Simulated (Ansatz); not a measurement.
# BeTe (F-43m) in Ansatz: a series of runs

One crystal, BeTe, is run at these levels: PBEsol, RPBE+D4; tasks: band structure, phonons, single point, equation of state.

Program: Ansatz 0.2.0. These are calculated values, not measurements. Logs are shortened: lines on timing, memory, paths and dates and some standing lists are left out, and cuts for length are marked.

## Step 1: Starting point

The structure is cubic, space group F-43m (No. 216). Conventional cell: a = 5.540 Å, b = 5.540 Å, c = 5.540 Å, α = 90.00°, β = 90.00°, γ = 90.00°. Te (site symmetry -43m) has 4 Be at 2.40 Å as nearest neighbours. Around Be (site symmetry -43m) lie 4 Te at 2.40 Å.

## Step 2: Band structure, PBEsol

File input.yaml:

```yaml
crystal:
  lattice:
    - [0.0, 2.77, 2.77]
    - [2.77, 0.0, 2.77]
    - [2.77, 2.77, 0.0]
  atoms:
    - { symbol: Te, position: [0.75, 0.75, 0.75] }
    - { symbol: Be, position: [0.0, 0.0, 0.0] }
hamiltonian:
  xc: pbesol
  pseudopotentials: { kind: paw }
kpoints:
  mp_grid: { grid: [8, 8, 8] }
  band_path:
    path:
      - [[0.0, 0.0, 0.0], [0.5, 0.0, 0.5], [0.5, 0.25, 0.75], [0.375, 0.375, 0.75], [0.0, 0.0, 0.0], [0.5, 0.5, 0.5], [0.625, 0.25, 0.625], [0.5, 0.25, 0.75], [0.5, 0.5, 0.5], [0.375, 0.375, 0.75]]
      - [[0.625, 0.25, 0.625], [0.5, 0.0, 0.5]]
    npoints: 14
scf:
  occupations: { method: fermi_dirac, width: 0.05 }
  n_extra_bands: 6
output:
  forces: true
  stress: true
  eigenvalues: true
  fatbands: false
```

Potentials or basis: Ansatz PAW.

Command:

```
$ ansatz run input.yaml --threads 2 --pin off --max-ram 5120MiB --backend cpu --events-out ev --progress --plain --runs-dir out
```

The program printed:

```text
Warning: RAYON_NUM_THREADS=2 ignored (pool sized by the plan → 2); use --threads N
scf.n_extra_bands = 6 over 9 filled bands (N_el = 18.0): the run solves 15 bands
Engine: ansatz 0.2.0, aarch64-unknown-linux-gnu
Pseudopotentials: kind: paw
Pseudopotential: Te, paw, valence charge 16, recommended cutoff 420 eV (normal), Te.paw.azcp
Pseudopotential: Be, paw, valence charge 2, recommended cutoff 420 eV (normal), Be.paw.azcp
Functional definition: PBEsol
  exchange = pbesol_x
  correlation = pbesol_c
Crystal: 2 atoms, lattice volume = 42.508 Å³
Basis set: ecut = 420 eV, 869 PW (Γ), exchange–correlation on 54×54×54 points (8 copies of the dense FFT grid, shifted against one another)
Bands: 15, of which v1, the nominal top of the filled ones, is band 9 counted from 1 (8 counted from 0)
Symmetry: 24 space group operations
Space group: F-43m (ITA 216), of the structure as read, at distance tolerance 3.5e-5 Å
k-points: 29 of 512 (time reversal used)
Non-local potential: Te, projectors of the file, l = 0: 2, l = 1: 2, l = 2: 2, l = 3: 2
Non-local potential: Be, projectors of the file, l = 0: 2, l = 1: 2, l = 2: 1
PAW form: soft (Blöchl's): semilocal exchange-correlation on the pseudo side does not see the compensation charge
PAW frozen core: Te, regenerated for the run's functional, and the local potential with it (the file was generated under x = pbe(κ = 0.804, μ = 0.2195149727645171), c = pbe(β = 0.06672455060314922))
PAW frozen core: Be, regenerated for the run's functional, and the local potential with it (the file was generated under x = pbe(κ = 0.804, μ = 0.2195149727645171), c = pbe(β = 0.06672455060314922))
PAW one-centre angular grid: Te, 590 points (default); XC on 64 Gauss nodes
PAW one-centre angular grid: Be, 110 points (default); XC on 64 Gauss nodes
Initial density: superposition of atomic densities (neutral atoms: chi_scale 0, normalization atom), corrected by the library's trained network
Initial wavefunctions: pseudopotential atomic-orbital guess
Functional: x = pbesol(κ = 0.804, μ = 0.12345679012345678), c = pbesol(β = 0.046)
SCF iter   1: F=—  HF=-6992.556456 eV  |F-HF|=—  |Δ(HF+E_count)|=         —  Δρ=2.52e-3  dr2=3.76e-3  ethr=1.77e-3  ⟨swp⟩=6.4  Hψ=2695  notcnv=0  defer=3
preconditioner: auto → none  [insulator: Δε(μ)=1.751 eV  Ē_g=12.168 eV  σ=0.050 eV  W_gap=1.00  n_scr=14 (ndim 8)  ℏωp=16.1 eV  f_vac=0.007  D(μ)=0.00/eV (n_scr^D=0)  ε∞_Penn≈2.8]
SCF iter   2: F=—  HF=-6992.555097 eV  |F-HF|=—  |Δ(HF+E_count)|=   1.36e-3  Δρ=9.36e-4  dr2=3.05e-4  ethr=2.09e-5  ⟨swp⟩=2.0  Hψ=808  notcnv=0  defer=11
SCF iter   3: F=—  HF=-6992.554993 eV  |F-HF|=—  |Δ(HF+E_count)|=   1.04e-4  Δρ=3.35e-4  dr2=3.08e-5  ethr=1.70e-6  ⟨swp⟩=2.0  Hψ=646  notcnv=0  defer=11
SCF iter   4: F=—  HF=-6992.555027 eV  |F-HF|=—  |Δ(HF+E_count)|=   3.35e-5  Δρ=1.14e-4  dr2=3.14e-6  ethr=1.71e-7  ⟨swp⟩=1.9  Hψ=420  notcnv=0  defer=11
SCF iter   5: F=—  HF=-6992.555029 eV  |F-HF|=—  |Δ(HF+E_count)|=   2.60e-6  Δρ=1.80e-5  dr2=1.80e-7  ethr=1.74e-8  ⟨swp⟩=3.0  Hψ=654  notcnv=0  defer=11
SCF iter   6: F=-6992.555029 eV  HF=-6992.555029 eV  |F-HF|=1.15e-8  |Δ(HF+E_count)|=   7.48e-8  Δρ=4.69e-6  dr2=1.17e-8  ethr=5.56e-10  ⟨swp⟩=8.7  Hψ=1958  notcnv=0
SCF 1 converged in 6 iterations: F = -6992.555029 eV  dr2 = 1.17e-8
NSCF: frozen V_eff on 142 k-points
SCF converged after 6 iterations
Free energy (F): -6992.555029 eV
Harris-Foulkes:  -6992.555029 eV  (|F-HF|=1.15e-8)
Internal energy: -6992.555029 eV  (E = F + TS)
E sigma→0 (E₀):  -6992.555029 eV
Fermi energy:    8.864523 eV
--- Per-component energies (eV) ---
  E_band       = -259.704986
  E_kinetic    = 201.471819
  E_local      = -1329.786201  (includes V_loc(G=0)·N_el)
  E_nonlocal   = -302.569077
  E_hartree    = 839.689710
  E_xc         = -142.959668
  E_vxc        = -125.055901  (∫ρ·V_xc dr)
  E_paw        = -4642.869951  (= ΣΔE_a)
  E_vpaw       = -383.149244  (= ΣTr[D̂ρ^β])
  E_aug_tail   = -0.000213  (compensation charges beyond the density's cutoff)
  E_ewald      = -1615.915793
  E_core_change = 0.384347  (= ΣΔE_core)
  E_smearing   = -0.000000  (= −TS)
  E_closure    = -0.000000  (closes the sum)
  Σ components = -6992.555029   (vs F -6992.555029, Δ=0.00e0)
--- Forces (eV/Å), atoms counted from 1 ---
  atom   1  Te    -0.00000000     0.00000000     0.00000000
  atom   2  Be    -0.00000000     0.00000000     0.00000000
  max |Σ_I F_I| component: 3.59e-16 eV/Å
--- Stress (GPa, compression-positive) ---
        2.253898       0.000000      -0.000000
       -0.000000       2.253898       0.000000
       -0.000000       0.000000       2.253898
  P = ⅓ Tr σ = 2.2539 GPa (22.539 kbar)
--- Band table (eV; the first three rows and the last of 29) ---
  k-point 0: bands = ["-28.2926", "-28.2926", "-28.2926", "-28.2759", "-28.2759", "-4.6798", "7.9903", "7.9903", "7.9903", "11.5676", "11.5676", "11.5676", "12.0809", "16.2425", "18.5545"]
  k-point 1: bands = ["-28.2922", "-28.2920", "-28.2920", "-28.2758", "-28.2758", "-4.5213", "6.5996", "7.7332", "7.7332", "11.5798", "11.9372", "11.9372", "13.3483", "16.6569", "17.4153"]
  k-point 2: bands = ["-28.2914", "-28.2907", "-28.2907", "-28.2755", "-28.2755", "-4.0814", "4.4802", "7.2618", "7.2618", "11.3840", "12.4872", "12.4872", "15.2158", "16.9850", "17.1183"]
  k-point 28: bands = ["-28.2897", "-28.2891", "-28.2844", "-28.2769", "-28.2740", "-2.6303", "3.2012", "4.0004", "4.5167", "13.2114", "13.4738", "13.6282", "14.3924", "19.2707", "20.0352"]
```

Run time: 2.9 s. Hardware: 2 threads of Arm Neoverse V1, shared host; peak memory 0.3 GiB.

Results:

```
Free energy             : -6992.5550 eV
Pressure                : 2.3 GPa
Band gap on the k mesh  : 1.75 eV, indirect (least direct gap 3.58 eV)
Band gap along the path : 1.75 eV, indirect (least direct gap 3.58 eV)
```

Levels at the corners of the path, in eV from the valence-band top:
```tsv
point	band 7	band 8	band 9	band 10	band 11	band 12
Γ	0.00	0.00	0.00	3.58	3.58	3.58
X	-5.39	-2.84	-2.84	1.75	2.56	10.06
W	-4.79	-3.99	-3.47	5.22	5.48	5.64
K	-5.00	-4.19	-2.40	2.56	5.27	8.09
Γ	0.00	0.00	0.00	3.58	3.58	3.58
L	-5.88	-1.21	-1.21	3.18	4.56	4.56
U	-5.00	-4.19	-2.40	2.56	5.27	8.09
W	-4.79	-3.99	-3.47	5.22	5.48	5.64
L	-5.88	-1.21	-1.21	3.18	4.56	4.56
K	-5.00	-4.19	-2.40	2.56	5.27	8.09
U	-5.00	-4.19	-2.40	2.56	5.27	8.09
X	-5.39	-2.84	-2.84	1.75	2.56	10.06
```

Caveat: spin-orbit coupling is left out, which moves the levels of the heavy elements; the PAW data sets come from PBE, with cores solved anew for the run's functional, which leaves a small shift of forces and pressure.

## Step 3: Phonons, PBEsol

Changes to input.yaml since step 2:

```diff
@@ -13,3 +13,11 @@
   mp_grid: { grid: [8, 8, 8] }
-  band_path:
+scf:
+  occupations: { method: fixed }
+phonons:
+  method: dfpt
+  dielectric: true
+  rigid_motions: translations
+  qmesh: [2, 2, 2]
+  temperatures: { t_max: 1000, t_step: 100 }
+  qpath:
     path:
@@ -17,10 +25,2 @@
       - [[0.625, 0.25, 0.625], [0.5, 0.0, 0.5]]
-    npoints: 14
-scf:
-  occupations: { method: fermi_dirac, width: 0.05 }
-  n_extra_bands: 6
-output:
-  forces: true
-  stress: true
-  eigenvalues: true
-  fatbands: false
+    npoints: 8
```

Potentials or basis: Ansatz PAW.

Command:

```
$ ansatz run input.yaml --threads 2 --pin off --max-ram 5120MiB --backend cpu --events-out ev --progress --plain --runs-dir out
```

The program printed:

```text
Warning: phonons: the dynamical matrix that this run interpolates holds no multipole term above the dipole-dipole one, and a site of this crystal is no centre of inversion, so its interpolated transverse optical and acoustic branches and sound speeds can stay off near Gamma, and the density of states and the thermodynamics with them. What a run solves at a wave vector of phonons.qpoints, Gamma apart, where the deck admits one, is free of this, and under fd what a larger phonons.supercell samples
Warning: RAYON_NUM_THREADS=2 ignored (pool sized by the plan → 2); use --threads N
Engine: ansatz 0.2.0, aarch64-unknown-linux-gnu
Pseudopotentials: kind: paw
Pseudopotential: Te, paw, valence charge 16, recommended cutoff 420 eV (normal), Te.paw.azcp
Pseudopotential: Be, paw, valence charge 2, recommended cutoff 420 eV (normal), Be.paw.azcp
Functional definition: PBEsol
  exchange = pbesol_x
  correlation = pbesol_c
Crystal: 2 atoms, lattice volume = 42.508 Å³
Basis set: ecut = 420 eV, 869 PW (Γ), exchange–correlation on 54×54×54 points (8 copies of the dense FFT grid, shifted against one another)
Bands: 13, of which v1, the nominal top of the filled ones, is band 9 counted from 1 (8 counted from 0)
Symmetry: 24 space group operations
k-points: 95 of 512 (irreducible under 4 space group operations, time reversal used)
Non-local potential: Te, projectors of the file, l = 0: 2, l = 1: 2, l = 2: 2, l = 3: 2
Non-local potential: Be, projectors of the file, l = 0: 2, l = 1: 2, l = 2: 1
PAW form: soft (Blöchl's): semilocal exchange-correlation on the pseudo side does not see the compensation charge
PAW frozen core: Te, regenerated for the run's functional, and the local potential with it (the file was generated under x = pbe(κ = 0.804, μ = 0.2195149727645171), c = pbe(β = 0.06672455060314922))
[... 89 lines left out ...]
         0.00000   -0.00000    1.23151
  Z* charge neutrality: 9.598e-5 e pre-enforcement
  solved inside a basis spanned on kpoints, on 8×8×8 k-points, its susceptibility summed on 12×12×12: ε∞ is read to err by 2.1e-2, Z* by 1.7e-2 e (field_mesh: kpoints solves on kpoints); Z* is corrected for what the basis lacks
  optical modes at Γ without the LO–TO term, one row a degenerate level:
      ω (cm⁻¹)  modes    IR ((D/Å)²/amu)
        492.79      3            12.4700
  optical modes at Γ + LO–TO along q̂ = [1.0000, 0.0000, 0.0000]:
      ω (cm⁻¹)  modes    IR ((D/Å)²/amu)
        492.79      2             8.3133
        519.85      1             4.1567
  optical modes at Γ + LO–TO along q̂ = [0.0000, 1.0000, 0.0000]:
      ω (cm⁻¹)  modes    IR ((D/Å)²/amu)
        492.79      2             8.3133
        519.85      1             4.1567
  optical modes at Γ + LO–TO along q̂ = [0.0000, 0.0000, 1.0000]:
      ω (cm⁻¹)  modes    IR ((D/Å)²/amu)
        492.79      2             8.3133
        519.85      1             4.1567
--- Phonons (arbitrary-q DFPT): 3 irreducible q on the 2×2×2 mesh ---
  q = [0.0000, 0.0000, 0.0000] (star 1, of the zone-centre solve; hermiticity 3.89e-7, symmetrization 6.45e-13): -0.00 -0.00 0.00 492.79 492.79 492.79
  q = [0.0000, 0.0000, -0.5000] (star 4, 2 solved perturbations on 150 of 512 k-point pairs; hermiticity 4.56e-8, symmetrization 7.74e-13): 66.57 66.57 162.86 483.67 483.67 530.56
  q = [0.0000, -0.5000, -0.5000] (star 3, 4 solved perturbations in 308 linear systems a pass and spin channel, the states on 95 of 512 k-point pairs; hermiticity 1.27e-7, symmetrization 6.20e-13): 93.75 93.75 165.09 458.88 458.88 562.20
  sum rule: each row above includes the acoustic sum rule's correction from the zone centre's row sums; it moved no ω² by more than (0.63 cm⁻¹)²
  mesh force constants: q→R imaginary residual 3.96e-17; ASR residual 1.604e-4 → 0.000e0 eV/Å²; symmetrization residual 6.217e-15 eV/Å²
  interpolated dispersion: 83 rows × 6 modes
  density of states and harmonic sums: on the 20×20×20 q-mesh, interpolated from the force constants of a 2×2×2 supercell (with the dipole–dipole term)
  largest difference from the sums on the solved wave vectors: F 7.10e-2 eV, S 1.03e-4 and C_V 3.22e-5 eV/K
  zero-point energy: 0.111602 eV/cell   skipped modes (ω ≤ 0): 3   left out of the sums: 6.25e-5 of the cell's modes: C_V's classical limit lies that fraction below 3 k_B per atom; for a crystal, a wire or a layer, F and S can be off by more, and a phonons.interpolated_qmesh denser along its periods is the remedy for the sampling
```

Run time: 42 s. Hardware: 2 threads of Arm Neoverse V1, shared host; peak memory 0.58 GiB.

Results:

```yaml
Free_energy: -6992.5550 eV
Band_gap_on_the_k_mesh: 1.75 eV, indirect (least direct gap 3.58 eV)
Highest_phonon_frequency_LO-TO_splitting_left_out: 562 cm⁻¹
```

Phonon frequencies in cm⁻¹ (negative: imaginary):
```
                q point            frequencies
  (0.000, 0.000, 0.000)      0 0 0 493 493 493
 (0.000, 0.000, -0.500)  67 67 163 484 484 531
(0.000, -0.500, -0.500)  94 94 165 459 459 562
```

Caveat: spin-orbit coupling is left out, which moves the levels of the heavy elements; the q mesh is small, so phonon branches between its points and thermal values are rough; the PAW data sets come from PBE, with cores solved anew for the run's functional, which leaves a small shift of forces and pressure. A hybrid or GW would open this gap; PBEsol tends to underestimate it.

[end of part 1 of 2]
